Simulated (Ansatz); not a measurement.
**Convergence test, FeCo3**

All numbers below come from Ansatz, DFT PBEsol, scalar-relativistic, plane waves, PAW.

```
Fe Co
1.0
     3.57215   -0.02753   -0.01812
    -0.02753    3.56895   -0.02325
    -0.01812   -0.02325    3.50755
Fe Co
1 3
Direct
  0.02607 0.03260 0.95222
  0.45795 0.48838 0.94867
  0.50974 0.95252 0.51855
  0.01070 0.44781 0.49905
```

| Item | Value |
| --- | --- |
| Γ-centred k-mesh | 8×8×8 |
| occupation rule | Gaussian smearing, 0.1 eV |
| list of starting moments (μB, in atom order) | 2.62 1.76 1.76 1.72 |
| check for lower electronic states after the SCF | on |
| valence charge of the PAW sets | Fe 16, Co 17 |

The atoms are held and the plane-wave cutoff is swept. Energies are extrapolated to zero smearing and count from the reference run, 600 eV. The cell was strained and its atoms displaced at random, so that forces don't vanish. Pressure is positive in compression and holds a correction for the finite cutoff (Pulay stress).

Times are rough; the reference took 2.6 min on 1 thread of Intel(R) Xeon(R) 6975P-C (Granite Rapids), on a shared host, peak memory 1.3 GiB.

```tsv
cutoff (eV)	ΔE (meV/atom)	P (GPa)	largest change of a force component (eV/Å)	cell moment (μB)	plane waves at Γ	wall time (s)
200	?	?	?	?	?	?
250	3903	10.18	0.873	7.22	411	59
300	557	2.48	0.276	7.08	505	73
350	?	?	?	?	?	?
420	2.96	-0.26	0.001	7.06	877	100
600	0.00	-0.26	0.000	7.06	1483	160
```

Task: Fill in the withheld rows.

Result: The withheld rows:

```json
{"cutoff (eV)": "200", "ΔE (meV/atom)": "20275", "P (GPa)": "-29.53", "largest change of a force component (eV/Å)": "3.673", "cell moment (μB)": "6.80", "plane waves at Γ": "269", "wall time (s)": "55"}
{"cutoff (eV)": "350", "ΔE (meV/atom)": "52.4", "P (GPa)": "0.03", "largest change of a force component (eV/Å)": "0.037", "cell moment (μB)": "7.06", "plane waves at Γ": "677", "wall time (s)": "86"}
```

Moments started parallel; other magnetic orders weren't tried and can lie lower.